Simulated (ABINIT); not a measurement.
Input of an ABINIT 10.8.3 (patched build) run:

run.abi

```
pp_dirpath "./"
pseudos "Hf.upf, C.upf"

acell 3*1.0 Angstrom
rprim
     3.3428660531     0.0000000000     0.0000000000
    -1.6714330265     2.8950069234     0.0000000000
     0.0000000000     0.0000000000     5.2027140000
ntypat 2
znucl 72 6
natom 4
typat 1 1 2 2
xcart
    -0.0000000003     3.6471801429     2.4579261412
     3.1585506562     1.8235900712     7.3737784236
     0.0000000000     0.0000000000     4.9158522824
     0.0000000000     0.0000000000     0.0000000000

ecut 37.0

kptopt 1
ngkpt 7 7 4
nshiftk 1
shiftk 0.0 0.0 0.0

ixc -116133

nband 20
occopt 3
tsmear 0.05 eV

nstep 100
tolvrs 1.0e-10

iomode 3
prtwf 0
prteig 0
prtebands 0
enunit 1
prtvol 2
prtden 1
prtvha 1
prtvclmb 1
prtpot 1
prtelf 1
```

Potentials or basis: PseudoDojo NC SR PBEsol v0.4.1 standard.

Run with:

```sh
$ mpirun --bind-to none -np 4 abinit run.abi > log 2>&1
```

(1) What does it give for the band gap on the k mesh?

(2) What does it give for the pressure?

Answers

(1) none (metal or under the smearing width).

(2) -7.3 GPa.
